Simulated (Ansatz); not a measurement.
`CC(=O)O` + `[OH]`• → `[CH2]C(=O)O`• + H₂O  (hydrogen abstraction from a C–H bond)

Isolated molecules relaxed with PBE0-D4/def2-TZVP in Ansatz; ΔE leaves out vibrations. CBS: MP2 limit from def2 TZ/QZ plus the TZ coupled-cluster correction, frozen cores. This one scheme is used for every species. DFT in def2-TZVPP. HSE06 is defined as in plane-wave codes. No spin–orbit coupling; open shells (•) take unrestricted orbitals. Each species was taken in one conformer, which may not be the lowest.

CCSD(T)/CBS gives -0.86 eV.

(1) Another level gave -0.83 eV. Which?
A. HSE06/def2-TZVPP
B. BHLYP-D4/def2-TZVPP
C. revPBE-D4/def2-TZVPP
D. LDA (SPW92)/def2-TZVPP

Largest T1 diagnostic among the species: 0.019.

Results:

(1) A. HSE06 -0.83, revPBE-D4 -0.88, BHLYP-D4 -0.65, LDA (SPW92) -1.20 eV.

In def2-TZVPP, CCSD(T) changes the Hartree–Fock value by −0.46 eV (the triples alone add −0.03 eV) and MP2 by −0.55 eV. From r2SCAN to r2SCAN0 (25 % exact exchange), in def2-TZVPP and without D4, ΔE moves by +0.11 eV.

CCSD(T)/CBS has its own doubt, a few kJ/mol and more with outer-core shells, so smaller differences from it don't rank the levels.
